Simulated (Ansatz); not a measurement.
# MgS: band gap under strain

How does strain move the band edges of the published phase of MgS, and do the functionals agree on it? States: no strain; +5.5 % strain along z alone; +5.2 % equal strain in all directions.

The runs shown are made with Ansatz 0.2.0. PAW datasets, plane waves. No spin polarisation and no zero-point or thermal motion.

## 1. The cell

The unstrained cell was relaxed with r2SCAN; in each strained cell the atoms were relaxed again with r2SCAN. Names of k-points are those of the unstrained zone, where strain can split equivalent points. First state: no strain.

It is cubic, Fm-3m (No. 225); a = 5.203 Å in the conventional setting, 17.61 Å³ an atom. Around Mg lie 6 S at 2.60 Å; around S lie 6 Mg at 2.60 Å.

As a file:

```cif
data_structure
_symmetry_space_group_name_H-M 'Fm-3m'
_symmetry_Int_Tables_number 225
_cell_length_a 5.2030
_cell_length_b 5.2030
_cell_length_c 5.2030
_cell_angle_alpha 90.000
_cell_angle_beta 90.000
_cell_angle_gamma 90.000
_cell_volume 140.85
loop_
_atom_site_label
_atom_site_type_symbol
_atom_site_symmetry_multiplicity
_atom_site_Wyckoff_symbol
_atom_site_fract_x
_atom_site_fract_y
_atom_site_fract_z
_atom_site_occupancy
Mg1 Mg 4 a 0.00000 0.00000 0.00000 1
S1 S 4 b 0.50000 0.00000 0.00000 1
```

## 2. No strain: PBE

input.yaml reads:

```yaml
crystal:
  lattice:
    - [0.0, 2.6015177399, 2.6015177399]
    - [2.6015177399, 0.0, 2.6015177399]
    - [2.6015177399, 2.6015177399, 0.0]
  atoms:
    - { symbol: Mg, position: [0.0, 0.0, 0.0] }
    - { symbol: S, position: [0.5, 0.5, 0.5] }
kpoints:
  mp_grid: { grid: [8, 8, 8] }
  band_path:
    path:
      - [0.0, 0.0, 0.0]
      - [0.5, 0.0, 0.5]
      - [0.625, 0.25, 0.625]
      - [0.375, 0.375, 0.75]
      - [0.5, 0.5, 0.5]
      - [0.5, 0.25, 0.75]
      - [0.0, 0.5, 0.5]
    npoints: 1
hamiltonian:
  xc: pbe
scf:
  occupations: { method: fermi_dirac, width: 0.02 }
  n_extra_bands: 4
output:
  forces: true
  stress: true
  eigenvalues: true
```

On the command line:

```bash
$ ansatz run input.yaml --threads 4 --pin off --max-ram 5529MiB --backend cpu --events-out ev --progress --plain --runs-dir out
```

The runs that follow: No strain: r2SCAN; No strain: HSE06; No strain: G0W0@PBE; +5.5 % strain along z alone: PBE; +5.5 % strain along z alone: r2SCAN; +5.5 % strain along z alone: HSE06; +5.5 % strain along z alone: G0W0@PBE; +5.2 % equal strain in all directions: PBE; +5.2 % equal strain in all directions: r2SCAN; +5.2 % equal strain in all directions: HSE06; +5.2 % equal strain in all directions: G0W0@PBE.

Before running it: what results should come out?

The runs gave:

Least gap in eV (negative: overlap), with the change from the unstrained cell in brackets. G0W0 is on its own coarse mesh.

| state | volume change (%) | PBE | r2SCAN | HSE06 | G0W0 |
| --- | --- | --- | --- | --- | --- |
| no strain | +0.0 | 2.79 | 3.46 | 3.80 | 4.20 |
| +5.5 % strain along z alone | +5.4 | 2.48 (-0.31) | 3.15 (-0.31) | 3.46 (-0.34) | 3.85 (-0.35) |
| +5.2 % equal strain in all directions | +16.4 | 2.45 (-0.34) | 3.12 (-0.34) | 3.42 (-0.38) | 3.75 (-0.45) |

The largest move of the HSE06 gap in the table is -0.385 eV, under +5.2 % equal strain in all directions. PBE and HSE06 differ by 1.01 eV on the unstrained gap, and by at most 0.05 eV on its change: the two disagree on the size of the gap but agree on its response to strain. G0W0 here is at a finite number of bands, screening cutoff and k mesh, not at the basis limit.
